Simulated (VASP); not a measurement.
AlN:

```
Al N
1.0
     0.00000    2.03452    2.03452
     2.03452    0.00000    2.03452
     2.03452    2.03452    0.00000
Al N
1 1
Direct
  0.50000 0.50000 0.50000
  0.00000 0.00000 0.00000
```

Measurements of this composition are mostly on another form, of space group No. 186.

* Program: VASP 6.6.1
* Task: relaxation of cell and atoms
* Functional: PBEsol
* Potentials or basis: VASP PAW PBE potentials, release 64 (Al, N)
* Cutoff: 600 eV
* k mesh: 12 × 12 × 12
* Occupations: gaussian, width 0.03 eV
* Spin: no spin polarisation

At the start: pressure -4.7 GPa; volume 8.42 Å³/atom.

Q: How do energy, volume and symmetry change on relaxing?

A: Over 3 steps the energy falls by 2.3 meV/atom and the volume is 8.27 Å³/atom (-1.8 %); space group Fm-3m (No. 225, to 0.05 Å).

Step by step:
| step | energy change (eV) | largest force (eV/Å) | pressure (GPa) | volume (Å³) |
| --- | --- | --- | --- | --- |
| 1 | 0.0000 | 0.0000 | -4.74 | 16.84 |
| 2 | -0.0004 | 0.0000 | 4.84 | 16.24 |
| 3 | -0.0047 | 0.0000 | -0.02 | 16.53 |

Final structure:
```yaml
crystal:
  lattice:
    - [0.00000, 2.02196, 2.02196]
    - [2.02196, 0.00000, 2.02196]
    - [2.02196, 2.02196, 0.00000]
  atoms:
    - { symbol: Al, position: [0.50000, 0.50000, 0.50000] }
    - { symbol: N, position: [0.00000, 0.00000, 0.00000] }
```

Caveat: the PAW data sets were made with another functional, which shifts forces and pressure a little.
